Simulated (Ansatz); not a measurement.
Crystal: ZrN.

```
Zr N
1.0
     0.00000    2.30000    2.30000
     2.30000    0.00000    2.30000
     2.30000    2.30000    0.00000
Zr N
1 1
Direct
  0.50000 0.50000 0.50000
  0.00000 0.00000 0.00000
```

| Quantity | Value |
| --- | --- |
| Program | Ansatz 0.2.0 |
| Task | relaxation of cell and atoms |
| Functional | RPBE |
| Dispersion | D4 |
| Potentials or basis | all-electron LAPW, scalar-relativistic |
| Basis error allowed | 0.001 eV/atom |
| k mesh | 10 × 10 × 10 |
| Occupations | fermi-dirac, width 0.05 eV |
| Spin | no spin polarisation |

At the start: volume 12.17 Å³/atom.

Question: Where does the relaxation end?

Answer: Over 5 steps the energy falls by 6.3 meV/atom and the volume is 11.85 Å³/atom (-2.6 %); space group Fm-3m (No. 225, to 0.05 Å).

Step by step:
```
step  energy change (eV)  largest force (eV/Å)  volume (Å³)
   1              0.0000                0.0000        24.33
   2             -0.0085                0.0000        23.35
   3             -0.0127                0.0000        23.71
   4             -0.0127                0.0000        23.70
   5             -0.0127                0.0000        23.70
```

Final structure:
```
Zr N
1.0
     0.00000    2.27979    2.27979
     2.27979    0.00000    2.27979
     2.27979    2.27979    0.00000
Zr N
1 1
Direct
  0.50000 0.50000 0.50000
  0.00000 0.00000 0.00000
```
